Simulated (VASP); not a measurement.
# CdS (F-43m) in VASP: further runs, part 2 of 3

VASP 6.6.1. The steps go on from the part before.

**3. Single point, r2SCAN**

This run uses another cell than the first one: it holds 4 atoms, not 2.

File POSCAR:

```
CdS
1.0
    4.1688380995      0.0000000000      0.0000000000
   -2.0844190498      3.6103196984      0.0000000000
    0.0000000000      0.0000000000      6.7796174100
Cd S
2 2
Direct
    0.6666666700      0.3333333300      0.5002243700
    0.3333333300      0.6666666700      0.0002243700
    0.6666666700      0.3333333300      0.8767756300
    0.3333333300      0.6666666700      0.3767756300
```

File INCAR.step1:

```
  PREC = Accurate
  ENCUT = 520
  ISMEAR = 0
  SIGMA = 0.1
  LREAL = F
  LASPH = T
  NELM = 100
  NBANDS = 26
  GGA = PE
  ALGO = Normal
  EDIFF = 1E-4
  LWAVE = T
  LCHARG = F
```

File INCAR.step2:

```
  PREC = Accurate
  ENCUT = 520
  EDIFF = 1E-6
  ISMEAR = 0
  SIGMA = 0.1
  LREAL = F
  LASPH = T
  NELM = 100
  ALGO = Normal
  ISIF = 2
  LWAVE = F
  LCHARG = F
  METAGGA = R2SCAN
  LMIXTAU = T
  NBANDS = 26
  ISTART = 1
```

File KPOINTS:

```
regular mesh
0
Gamma
  6 6 4
```

Potentials or basis: VASP PAW PBE potentials, release 64 (Cd, S).

Launch:

```bash
cat potpaw_PBE.64/Cd/POTCAR potpaw_PBE.64/S/POTCAR > POTCAR
cp INCAR.step1 INCAR
mpirun -np 1 vasp_std > vasp.out
cp INCAR.step2 INCAR
mpirun -np 1 vasp_std > vasp.out
```

OUTCAR:

```text
PREC = Accurate
   ENCUT = 520
   EDIFF = 1E-6
   ISMEAR = 0
   LREAL = F
   LASPH = T
   NELM = 100
   ISIF = 2
   METAGGA = R2SCAN
   ISTART = 1

 ion  position               nearest neighbor table
   1  0.667  0.333  0.500-   4 2.55   4 2.55   4 2.55   3 2.55
   2  0.333  0.667  0.000-   3 2.55   3 2.55   3 2.55   4 2.55
   3  0.667  0.333  0.877-   2 2.55   2 2.55   2 2.55   1 2.55
   4  0.333  0.667  0.377-   1 2.55   1 2.55   1 2.55   2 2.55

  LATTYP: Found a hexagonal cell.
 ALAT       =     4.1688380995
 C/A-ratio  =     1.6262606626

  Lattice vectors:

 A1 = (   4.1688380995,   0.0000000000,   0.0000000000)
 A2 = (  -2.0844190498,   3.6103196984,   0.0000000000)
 A3 = (   0.0000000000,   0.0000000000,   6.7796174100)

Analysis of symmetry for initial positions (statically):
=====================================================================
 Subroutine PRICEL returns:
 Original cell was already a primitive cell.

 Routine SETGRP: Setting up the symmetry group for a
 hexagonal supercell.

 Subroutine GETGRP returns: Found 12 space group operations
 (whereof  6 operations were pure point group operations)
 out of a pool of 24 trial point group operations.

The static configuration has the point symmetry C_3v.
 The point group associated with its full space group is C_6v.

Analysis of symmetry for dynamics (positions and initial velocities):
=====================================================================
 Subroutine PRICEL returns:
 Original cell was already a primitive cell.

 Routine SETGRP: Setting up the symmetry group for a
 hexagonal supercell.

 Subroutine GETGRP returns: Found 12 space group operations
 (whereof  6 operations were pure point group operations)
 out of a pool of 24 trial point group operations.

The dynamic configuration has the point symmetry C_3v.
 The point group associated with its full space group is C_6v.

 Subroutine INISYM returns: Found 12 space group operations
 (whereof  6 operations are pure point group operations),
 and found     1 'primitive' translations

----------------------------------------------------------------------------------------

                                     Primitive cell

  volume of cell :     102.0389

  direct lattice vectors                    reciprocal lattice vectors
     4.168838100  0.000000000  0.000000000     0.239874991  0.138491890  0.000000000
    -2.084419050  3.610319698  0.000000000     0.000000000  0.276983781  0.000000000
     0.000000000  0.000000000  6.779617410     0.000000000  0.000000000  0.147500949

  length of vectors
     4.168838100  4.168838099  6.779617410     0.276983781  0.276983781  0.147500949

  position of ions in fractional coordinates (direct lattice)
     0.666666670  0.333333330  0.500224370
     0.333333330  0.666666670  0.000224370
     0.666666670  0.333333330  0.876775630
     0.333333330  0.666666670  0.376775630

  ion indices of the primitive-cell ions
   primitive index   ion index
                 1           1
                 2           2
                 3           3
                 4           4

----------------------------------------------------------------------------------------

 KPOINTS: regular mesh

Automatic generation of k-mesh.
 Grid dimensions read from file:
 generate k-points for:    6    6    4

 Generating k-lattice:

  Cartesian coordinates                     Fractional coordinates (reciprocal lattice)
     0.039979165  0.023081982  0.000000000     0.166666667 -0.000000000  0.000000000
     0.000000000  0.046163963  0.000000000     0.000000000  0.166666667  0.000000000
     0.000000000  0.000000000  0.036875237     0.000000000  0.000000000  0.250000000

  Length of vectors
     0.046163963  0.046163963  0.036875237

  Shift w.r.t. Gamma in fractional coordinates (k-lattice)
     0.000000000  0.000000000  0.000000000

 Subroutine IBZKPT returns following result:
 ===========================================

 Found     21 irreducible k-points:

 Following reciprocal coordinates:
            Coordinates               Weight
  0.000000  0.000000  0.000000      1.000000
  0.166667 -0.000000  0.000000      6.000000
  0.333333 -0.000000  0.000000      6.000000
  0.500000 -0.000000  0.000000      3.000000
  0.166667  0.166667  0.000000      6.000000
  0.333333  0.166667  0.000000     12.000000
[... 13 lines left out ...]
  0.333333  0.166667  0.500000     12.000000
  0.333333  0.333333  0.500000      2.000000
   k-points           NKPTS =     21   k-points in BZ     NKDIM =     21   number of bands    NBANDS=     26
   number of dos      NEDOS =    301   number of ions     NIONS =      4
   total plane-waves  NPLWV =  51200
   dimension x,y,z NGX =    32 NGY =   32 NGZ =   50
   dimension x,y,z NGXF=    64 NGYF=   64 NGZF=  100
   ions per type =               2   2
   NGX,Y,Z   is equivalent  to a cutoff of  12.76, 12.76, 12.26 a.u.
   NGXF,Y,Z  is equivalent  to a cutoff of  25.52, 25.52, 24.52 a.u.
 SYSTEM =  unknown system
   PREC   = accura    normal or accurate (medium, high low for compatibility)
   ISTART =      1    job   : 0-new  1-cont  2-samecut
   ICHARG =      0    charge: 1-file 2-atom 10-const
   ISPIN  =      1    spin polarized calculation?
   LNONCOLLINEAR =      F non collinear calculations
   LSORBIT =      F    spin-orbit coupling
   LASPH  =      T    aspherical Exc in radial PAW
   ENCUT  =  520.0 eV  38.22 Ry    6.18 a.u.   7.75  7.75 12.61*2*pi/ulx,y,z
   NELM   =    100;   NELMIN=  2; NELMDL=  0     # of ELM steps
   EDIFF  = 0.1E-05   stopping-criterion for ELM
   LREAL  =      F    real-space projection
   EDIFFG = 0.1E-04   stopping-criterion for IOM
   NSW    =      0    number of steps for IOM
   IBRION =     -1    ionic relax: 0-MD 1-quasi-New 2-CG
   NFREE  =      0    steps in history (QN), initial steepest desc. (CG)
   ISIF   =      2    stress and relaxation
   ISYM   =      2    0-nonsym 1-usesym 2-fastsym
   POTIM  = 0.5000    time-step for ionic-motion
   TEBEG  =    0.0;   TEEND  =   0.0 temperature during run
   PSTRESS=    0.0 pullay stress
   NELECT =      36.0000    total number of electrons
   NUPDOWN=      -1.0000    fix difference up-down
   EMIN   =  10.00;   EMAX   =-10.00  energy-range for DOS
   EFERMI =   0.00;   METHOD = LEGACY
   ISMEAR =     0;   SIGMA  =   0.10  broadening in eV -4-tet -1-fermi 0-gaus
   EFERMI_NEDOS =   21; number of points for ismear=-14 and -15
   IALGO  =     38    algorithm
   IMIX   =      4    mixing-type and parameters
     AMIX     =   0.40;   BMIX     =  1.00
     AMIX_MAG =   1.60;   BMIX_MAG =  1.00
  volume/ion in A,a.u.               =      25.51       172.15
  Fermi-wavevector in a.u.,A,eV,Ry     =   1.156788  2.186012 18.206746  1.338158
  Thomas-Fermi vector in A             =   2.293405
   LORBIT       =      0    0 simple, 1 ext, 2 COOP (PROOUT), +10 PAW based schemes
   METAGGA = R2SCAN    functional components
   LHFCALC =     F    Hartree Fock is set to
   AEXX    =    0.0000 exact exchange contribution
   IVDW    =     0    specifies the selected vdW correction
   LEPSILON=     F    determine dielectric tensor
   LRPA    =     F    only Hartree local field effects (RPA)
 non-spin polarized calculation
 Gauss-broadening in eV      SIGMA  =   0.10
  energy-cutoff  :      520.00
  volume of cell :      102.04
 maximum number of plane-waves:      2786
 NGX is ok and might be reduce to    32

 number of electron      35.9999997 magnetization

 Free energy of the ion-electron system (eV)
  ---------------------------------------------------
  ext. energy  EPLUGINS =         0.00000000
  ---------------------------------------------------
  free energy    TOTEN  =       -59.38132899 eV

  energy without entropy =      -59.38132899  energy(sigma->0) =      -59.38132899

 E-fermi :   1.2791     XC(G=0):  -9.5890

 val. band max:        0.8121638938   @ k =   0.0000   0.0000   0.0000
 cond. band min:       2.4262529714   @ k =   0.0000   0.0000   0.0000
 fundamental gap:      1.6140890776
 Fermi energy:         1.2791122180

 k-point     1 :       0.0000    0.0000    0.0000
  band No.  band energies     occupation
      1     -11.8930      2.00000
      2     -11.4833      2.00000
      3      -7.0380      2.00000
      4      -7.0311      2.00000
      5      -7.0311      2.00000
      6      -6.9454      2.00000
[... 598 lines left out ...]
     25      10.5738      0.00000
     26      10.5738      0.00000

------------------------ aborting loop because EDIFF is reached ----------------------------------------

  FORCE on cell =-STRESS in cart. coord.  units (eV):
  Direction    XX          YY          ZZ          XY          YZ          ZX
  --------------------------------------------------------------------------------------
  -------------------------------------------------------------------------------------
  Total        0.0326739      0.0326739      0.0294277     -0.0000000      0.0000000      0.0000000
  in kB        0.5130328      0.5130328      0.4620622     -0.0000000      0.0000000      0.0000000
  external PRESSURE =       0.4960426 kB  Pullay stress =       0.0000000 kB

 VOLUME and BASIS-vectors are now :
 -----------------------------------------------------------------------------
  energy-cutoff  :      520.00
  volume of cell :      102.04
      direct lattice vectors                 reciprocal lattice vectors
     4.168838100  0.000000000  0.000000000     0.239874991  0.138491890  0.000000000
    -2.084419050  3.610319698  0.000000000     0.000000000  0.276983781  0.000000000
     0.000000000  0.000000000  6.779617410     0.000000000  0.000000000  0.147500949

 POSITION                                       TOTAL-FORCE (eV/Angst)
 -----------------------------------------------------------------------------------
      2.08442      1.20344      3.39133        -0.000000     -0.000000     -0.005137
     -0.00000      2.40688      0.00152         0.000000      0.000000     -0.005137
      2.08442      1.20344      5.94420         0.000000     -0.000000      0.005137
     -0.00000      2.40688      2.55439        -0.000000      0.000000      0.005137
 -----------------------------------------------------------------------------------
    total drift:                               -0.000015      0.000008     -0.004984

  FREE ENERGIE OF THE ION-ELECTRON SYSTEM (eV)
  ---------------------------------------------------
  free  energy   TOTEN  =       -59.3813289856 eV

  energy  without entropy=      -59.3813289856  energy(sigma->0) =      -59.38132899
```

Run time: 69 s. Hardware: 1 thread of Intel Xeon 6975P-C (Granite Rapids), shared host; peak memory 0.25 GiB.

Results:

```yaml
Free_energy: -59.3813 eV
Pressure: 0.0 GPa
Largest_force: 0.005 eV/Å
Band_gap_on_the_k_mesh: 1.61 eV, direct
```

Forces in eV/Å, atoms in the order of the input:
```
Cd   0.000  0.000 -0.005
Cd   0.000  0.000 -0.005
S    0.000  0.000  0.005
S    0.000  0.000  0.005
```

Caveat: the PAW data sets were made with another functional, which shifts forces and pressure a little.

**4. Single point, r2SCAN**

This run uses another cell than the first one, of 25.38 Å³/atom, 0.996 times its volume.

File POSCAR:

```
CdS
1.0
    0.0000000000      2.9387116464      2.9387116464
    2.9387116464      0.0000000000      2.9387116464
    2.9387116464      2.9387116464      0.0000000000
Cd S
1 1
Direct
    0.0000000000      0.0000000000      0.0000000000
    0.2500000000      0.2500000000      0.2500000000
```

File INCAR.step1:

```
PREC = Accurate
ENCUT = 520
ISMEAR = 0
SIGMA = 0.02
LREAL = F
LASPH = T
NELM = 100
NBANDS = 16
GGA = PE
ALGO = Normal
EDIFF = 1E-4
LWAVE = T
LCHARG = F
```

File INCAR.step2:

```
PREC = Accurate
ENCUT = 520
EDIFF = 1E-6
ISMEAR = 0
SIGMA = 0.02
LREAL = F
LASPH = T
NELM = 100
ALGO = Normal
ISIF = 2
LWAVE = F
LCHARG = T
METAGGA = R2SCAN
LMIXTAU = T
LELF = T
LVHAR = T
NBANDS = 16
ISTART = 1
```

File KPOINTS:

```
regular mesh
0
Gamma
  8 8 8
```

Launch:

```bash
cat potpaw_PBE.64/Cd/POTCAR potpaw_PBE.64/S/POTCAR > POTCAR
cp INCAR.step1 INCAR
mpirun -np 1 vasp_std > vasp.out
cp INCAR.step2 INCAR
mpirun -np 1 vasp_std > vasp.out
```

It took 29 s on 1 thread of Intel Xeon 6975P-C (Granite Rapids), shared host; peak memory 0.19 GiB.

The run converged. Its results:

```yaml
Free_energy: -29.6859 eV
Pressure: 0.3 GPa
Band_gap_on_the_k_mesh: 1.54 eV, direct
```

Levels at points of the mesh, in eV from the valence-band top:
```csv
k point,band 7,band 8,band 9,band 10,band 11,band 12
"(0.00, 0.00, 0.00)",0.00,0.00,0.00,1.54,7.08,7.08
"(0.50, 0.00, 0.00)",-4.32,-0.73,-0.73,3.44,7.48,7.48
"(0.50, 0.50, 0.00)",-3.88,-1.85,-1.85,3.88,4.73,9.69
```

Caveat: the PAW data sets were made with another functional, which shifts forces and pressure a little.

(Continued in part 3 of 3.)
